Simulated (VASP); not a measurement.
# Ba (Im-3m) in VASP: notebook

The runs below take Ba through single point, with PBEsol.

Everything below comes from runs of VASP 6.6.1. Logs are shortened: lines on timing, memory, paths and dates and some standing lists are left out, and cuts for length are marked.

**1. The structure**

It takes space group Im-3m (No. 229, cubic). Conventional cell: a = 4.893 Å, b = 4.893 Å, c = 4.893 Å, α = 90.00°, β = 90.00°, γ = 90.00°. Ba (site symmetry m-3m) has 8 Ba at 4.24 Å as nearest neighbours.

**2. Single point, PBEsol**

Input file INCAR:

```
SYSTEM = Ba
ALGO = Normal
EDIFF = 1E-6
ENCUT = 700
GGA = PS
ISIF = 2
ISMEAR = 0
LASPH = .True.
LCHARG = .True.
LELF = .True.
LREAL = .False.
LVHAR = .True.
LWAVE = .False.
NBANDS = 11
NELM = 100
PREC = Accurate
SIGMA = 0.1
```

Input file KPOINTS:

```
k-points
0
Gamma
  12 12 12
  0 0 0
```

Input file POSCAR:

```
Ba
1.0
   -2.4465300000      2.4465300000      2.4465300000
    2.4465300000     -2.4465300000      2.4465300000
    2.4465300000      2.4465300000     -2.4465300000
Ba
1
Direct
    0.0000000000      0.0000000000      0.0000000000
```

Potentials or basis: VASP PAW PBE potentials, release 64 (Ba_sv).

Run with:

```bash
$ cat potpaw_PBE.64/Ba_sv/POTCAR > POTCAR
$ mpirun -np 1 vasp_std > vasp.out
```

OUTCAR:

```text
SYSTEM = Ba
   EDIFF = 1E-6
   ENCUT = 700
   GGA = PS
   ISIF = 2
   ISMEAR = 0
   LASPH = .True.
   LREAL = .False.
   NELM = 100
   PREC = Accurate

 ion  position               nearest neighbor table
   1  0.000  0.000  0.000-

  LATTYP: Found a body centered cubic cell.
 ALAT       =     4.8930600000

  Lattice vectors:

 A1 = (  -2.4465300000,   2.4465300000,   2.4465300000)
 A2 = (   2.4465300000,  -2.4465300000,   2.4465300000)
 A3 = (   2.4465300000,   2.4465300000,  -2.4465300000)

Analysis of symmetry for initial positions (statically):
=====================================================================
 Subroutine PRICEL returns:
 Original cell was already a primitive cell.

 Routine SETGRP: Setting up the symmetry group for a
 body centered cubic supercell.

 Subroutine GETGRP returns: Found 48 space group operations
 (whereof 48 operations were pure point group operations)
 out of a pool of 48 trial point group operations.

The static configuration has the point symmetry O_h .

Analysis of symmetry for dynamics (positions and initial velocities):
=====================================================================
 Subroutine PRICEL returns:
 Original cell was already a primitive cell.

 Routine SETGRP: Setting up the symmetry group for a
 body centered cubic supercell.

 Subroutine GETGRP returns: Found 48 space group operations
 (whereof 48 operations were pure point group operations)
 out of a pool of 48 trial point group operations.

The dynamic configuration has the point symmetry O_h .

 Subroutine INISYM returns: Found 48 space group operations
 (whereof 48 operations are pure point group operations),
 and found     1 'primitive' translations

----------------------------------------------------------------------------------------

                                     Primitive cell

  volume of cell :      58.5749

  direct lattice vectors                    reciprocal lattice vectors
    -2.446530000  2.446530000  2.446530000     0.000000000  0.204371089  0.204371089
     2.446530000 -2.446530000  2.446530000     0.204371089  0.000000000  0.204371089
     2.446530000  2.446530000 -2.446530000     0.204371089  0.204371089  0.000000000

  length of vectors
     4.237514262  4.237514262  4.237514262     0.289024366  0.289024366  0.289024366

  position of ions in fractional coordinates (direct lattice)
     0.000000000  0.000000000  0.000000000

  ion indices of the primitive-cell ions
   primitive index   ion index
[... 68 lines left out ...]
   LNONCOLLINEAR =      F non collinear calculations
   LSORBIT =      F    spin-orbit coupling
   LASPH  =      T    aspherical Exc in radial PAW
   ENCUT  =  700.0 eV  51.45 Ry    7.17 a.u.   9.14  9.14  9.14*2*pi/ulx,y,z
   NELM   =    100;   NELMIN=  2; NELMDL= -5     # of ELM steps
   EDIFF  = 0.1E-05   stopping-criterion for ELM
[... 8 lines left out ...]
   TEBEG  =    0.0;   TEEND  =   0.0 temperature during run
   PSTRESS=    0.0 pullay stress
   NELECT =      10.0000    total number of electrons
   NUPDOWN=      -1.0000    fix difference up-down
   EMIN   =  10.00;   EMAX   =-10.00  energy-range for DOS
   EFERMI =   0.00;   METHOD = LEGACY
   ISMEAR =     0;   SIGMA  =   0.10  broadening in eV -4-tet -1-fermi 0-gaus
   EFERMI_NEDOS =   21; number of points for ismear=-14 and -15
   IALGO  =     38    algorithm
   IMIX   =      4    mixing-type and parameters
     AMIX     =   0.40;   BMIX     =  1.00
     AMIX_MAG =   1.60;   BMIX_MAG =  1.00
  volume/ion in A,a.u.               =      58.57       395.28
  Fermi-wavevector in a.u.,A,eV,Ry     =   0.908178  1.716207 11.221911  0.824787
  Thomas-Fermi vector in A             =   2.032073
   LORBIT       =      0    0 simple, 1 ext, 2 COOP (PROOUT), +10 PAW based schemes
   GGA     = PS    functional components
   LHFCALC =     F    Hartree Fock is set to
   AEXX    =    0.0000 exact exchange contribution
   IVDW    =     0    specifies the selected vdW correction
   LEPSILON=     F    determine dielectric tensor
   LRPA    =     F    only Hartree local field effects (RPA)
 non-spin polarized calculation
 Gauss-broadening in eV      SIGMA  =   0.10
  energy-cutoff  :      700.00
  volume of cell :       58.57
 maximum number of plane-waves:      2491
 NGX is ok and might be reduce to    40
   NGX = 19   NGY = 19   NGZ = 19

 number of electron      10.0000000 magnetization

 Free energy of the ion-electron system (eV)
  ---------------------------------------------------
  ext. energy  EPLUGINS =         0.00000000
  ---------------------------------------------------
  free energy    TOTEN  =        -2.15176927 eV

  energy without entropy =       -2.14530776  energy(sigma->0) =       -2.14853851

 E-fermi :   1.7773     XC(G=0):  -7.7470

 val. band max:        1.7562211250   @ k =  -0.3333   0.3333   0.3333
 cond. band min:       1.7994950059   @ k =  -0.4167  -0.4167   0.1667
 fundamental gap:      0.0432738809
 Fermi energy:         1.7772885352

 k-point     1 :       0.0000    0.0000    0.0000
  band No.  band energies     occupation
      1     -26.9582      2.00000
      2     -11.8419      2.00000
      3     -11.8419      2.00000
      4     -11.8419      2.00000
      5      -1.0217      2.00000
      6       3.6716      0.00000
      7       3.6716      0.00000
      8       3.6716      0.00000
      9       5.2091      0.00000
     10       5.2091      0.00000
     11       8.9309      0.00000
[... 309 lines left out ...]
 k-point    24 :       0.4167    0.0833    0.0833
  band No.  band energies     occupation
      1     -26.8970      2.00000
      2     -12.3903      2.00000
      3     -12.0565      2.00000
      4     -11.8862      2.00000
      5       1.1242      2.00000
      6       2.3627      0.00000
      7       3.0731      0.00000
      8       5.3317      0.00000
      9       5.8485      0.00000
     10       7.7113      0.00000
     11       7.9107      0.00000

 [... further k-points ...]
[... 5 lines left out ...]
  --------------------------------------------------------------------------------------
  -------------------------------------------------------------------------------------
  Total       -0.0047989     -0.0047989     -0.0047989      0.0000000      0.0000000     -0.0000000
  in kB       -0.1312615     -0.1312615     -0.1312615      0.0000000      0.0000000     -0.0000000
  external PRESSURE =      -0.1312615 kB  Pullay stress =       0.0000000 kB

 VOLUME and BASIS-vectors are now :
 -----------------------------------------------------------------------------
  energy-cutoff  :      700.00
  volume of cell :       58.57
      direct lattice vectors                 reciprocal lattice vectors
    -2.446530000  2.446530000  2.446530000     0.000000000  0.204371089  0.204371089
     2.446530000 -2.446530000  2.446530000     0.204371089  0.000000000  0.204371089
     2.446530000  2.446530000 -2.446530000     0.204371089  0.204371089  0.000000000

 POSITION                                       TOTAL-FORCE (eV/Angst)
 -----------------------------------------------------------------------------------
      0.00000      0.00000      0.00000        -0.000000     -0.000000      0.000000
 -----------------------------------------------------------------------------------
    total drift:                               -0.000000     -0.000000     -0.000000

  FREE ENERGIE OF THE ION-ELECTRON SYSTEM (eV)
  ---------------------------------------------------
  free  energy   TOTEN  =        -2.1517692678 eV

  energy  without entropy=       -2.1453077561  energy(sigma->0) =       -2.14853851
```

Wall time 43 s (1 thread of Intel Xeon Platinum 8559C (Emerald Rapids), shared host); peak memory 0.27 GiB.

Results:

```
Free energy            : -2.1518 eV
Pressure               : 0.0 GPa
Band gap on the k mesh : none (metal or under the smearing width)
```

Levels at points of the mesh, in eV from the Fermi level:
| k point | band 1 | band 2 | band 3 | band 4 | band 5 | band 6 | band 7 | band 8 | band 9 | band 10 |
| --- | --- | --- | --- | --- | --- | --- | --- | --- | --- | --- |
| (0.00, 0.00, 0.00) | -28.74 | -13.62 | -13.62 | -13.62 | -2.80 | 1.89 | 1.89 | 1.89 | 3.43 | 3.43 |
| (0.50, 0.00, 0.00) | -28.68 | -14.21 | -13.81 | -13.62 | -0.95 | 0.66 | 1.50 | 3.42 | 4.04 | 5.64 |
| (0.50, 0.50, 0.50) | -28.63 | -14.02 | -14.02 | -14.02 | -0.64 | -0.64 | 4.71 | 4.71 | 4.71 | 5.09 |

Caveat: the PAW data sets were made with another functional, which shifts forces and pressure a little. The run has no spin-orbit coupling, so splittings on Ba are missing.

**3. Single point, PBEsol**

Changes to INCAR since step 2:

```diff
@@ -3,3 +3,3 @@
 EDIFF = 1E-6
-ENCUT = 700
+ENCUT = 520
 GGA = PS
```

Input file KPOINTS:

```
k-points
0
Gamma
  18 18 18
  0 0 0
```

POSCAR is that of step 2.

Potentials or basis: VASP PAW PBE potentials, release 64 (Ba_sv).

Run with:

```bash
$ cat potpaw_PBE.64/Ba_sv/POTCAR > POTCAR
$ mpirun -np 1 vasp_std > vasp.out
```

OUTCAR:

```text
SYSTEM = Ba
   EDIFF = 1E-6
   ENCUT = 520
   GGA = PS
   ISIF = 2
   ISMEAR = 0
   LASPH = .True.
   LREAL = .False.
   NELM = 100
   PREC = Accurate

 ion  position               nearest neighbor table
   1  0.000  0.000  0.000-

  LATTYP: Found a body centered cubic cell.
 ALAT       =     4.8930600000

  Lattice vectors:

 A1 = (  -2.4465300000,   2.4465300000,   2.4465300000)
 A2 = (   2.4465300000,  -2.4465300000,   2.4465300000)
 A3 = (   2.4465300000,   2.4465300000,  -2.4465300000)

Analysis of symmetry for initial positions (statically):
=====================================================================
 Subroutine PRICEL returns:
 Original cell was already a primitive cell.

 Routine SETGRP: Setting up the symmetry group for a
 body centered cubic supercell.

 Subroutine GETGRP returns: Found 48 space group operations
 (whereof 48 operations were pure point group operations)
 out of a pool of 48 trial point group operations.

The static configuration has the point symmetry O_h .

Analysis of symmetry for dynamics (positions and initial velocities):
[... 157 lines left out ...]

 E-fermi :   1.7660     XC(G=0):  -7.7472

 val. band max:        1.7649613483   @ k =   0.2778   0.2778   0.0556
 cond. band min:       1.7772116113   @ k =  -0.3333   0.3889   0.2778
 fundamental gap:      0.0122502630
 Fermi energy:         1.7660332543

 k-point     1 :       0.0000    0.0000    0.0000
  band No.  band energies     occupation
      1     -26.9582      2.00000
      2     -11.8418      2.00000
      3     -11.8418      2.00000
      4     -11.8418      2.00000
      5      -1.0221      2.00000
      6       3.6713      0.00000
      7       3.6713      0.00000
      8       3.6713      0.00000
      9       5.2093      0.00000
     10       5.2093      0.00000
     11       8.9305      0.00000
[... 309 lines left out ...]
 k-point    24 :       0.3889    0.1111    0.0000
  band No.  band energies     occupation
      1     -26.8981      2.00000
      2     -12.3926      2.00000
      3     -12.0448      2.00000
      4     -11.8724      2.00000
      5       0.9988      2.00000
      6       2.4719      0.00000
      7       2.9898      0.00000
      8       5.0714      0.00000
      9       5.8284      0.00000
     10       7.2545      0.00000
     11       8.2324      0.00000

 [... further k-points ...]
[... 5 lines left out ...]
  --------------------------------------------------------------------------------------
  -------------------------------------------------------------------------------------
  Total        0.0021522      0.0021522      0.0021522      0.0000000      0.0000000     -0.0000000
  in kB        0.0588693      0.0588693      0.0588693      0.0000000      0.0000000     -0.0000000
  external PRESSURE =       0.0588693 kB  Pullay stress =       0.0000000 kB

 VOLUME and BASIS-vectors are now :
 -----------------------------------------------------------------------------
  energy-cutoff  :      520.00
  volume of cell :       58.57
      direct lattice vectors                 reciprocal lattice vectors
    -2.446530000  2.446530000  2.446530000     0.000000000  0.204371089  0.204371089
     2.446530000 -2.446530000  2.446530000     0.204371089  0.000000000  0.204371089
     2.446530000  2.446530000 -2.446530000     0.204371089  0.204371089  0.000000000

 POSITION                                       TOTAL-FORCE (eV/Angst)
 -----------------------------------------------------------------------------------
      0.00000      0.00000      0.00000         0.000000      0.000000      0.000000
 -----------------------------------------------------------------------------------
    total drift:                                0.000000      0.000000      0.000000

  FREE ENERGIE OF THE ION-ELECTRON SYSTEM (eV)
  ---------------------------------------------------
  free  energy   TOTEN  =        -2.1520431756 eV

  energy  without entropy=       -2.1463067706  energy(sigma->0) =       -2.14917497
```

OSZICAR:

```text
N       E                     dE             d eps       ncg     rms          rms(c)
DAV:   1     0.543894630015E+02    0.54389E+02   -0.43371E+03  4290   0.759E+02
DAV:   2     0.411335612278E+00   -0.53978E+02   -0.52598E+02  5192   0.138E+02
DAV:   3    -0.208338887747E+01   -0.24947E+01   -0.24753E+01  5464   0.310E+01
DAV:   4    -0.215306784004E+01   -0.69679E-01   -0.69577E-01  5535   0.471E+00
DAV:   5    -0.215505852233E+01   -0.19907E-02   -0.19905E-02  5706   0.634E-01    0.174E+00
DAV:   6    -0.215302192265E+01    0.20366E-02   -0.38975E-03  5528   0.550E-01    0.102E+00
DAV:   7    -0.215194456487E+01    0.10774E-02   -0.62370E-03  5729   0.722E-01    0.459E-02
DAV:   8    -0.215203929162E+01   -0.94727E-04   -0.18650E-04  5801   0.844E-02    0.151E-02
DAV:   9    -0.215204330720E+01   -0.40156E-05   -0.53766E-06  5227   0.177E-02    0.271E-03
DAV:  10    -0.215204317559E+01    0.13161E-06   -0.20843E-07  3315   0.308E-03
   1 F= -.21520432E+01 E0= -.21491750E+01  d E =-.573640E-02
```

Run time: 36 s. Hardware: 1 thread of Intel Xeon Platinum 8559C (Emerald Rapids), shared host; peak memory 0.26 GiB.

Results:

```yaml
Free_energy: -2.1520 eV
Pressure: 0.0 GPa
Band_gap_on_the_k_mesh: none (metal or under the smearing width)
```

Caveat: the PAW data sets were made with another functional, which shifts forces and pressure a little. Spin-orbit coupling is left out, which matters for the levels of Ba.

[end of part 1 of 2]
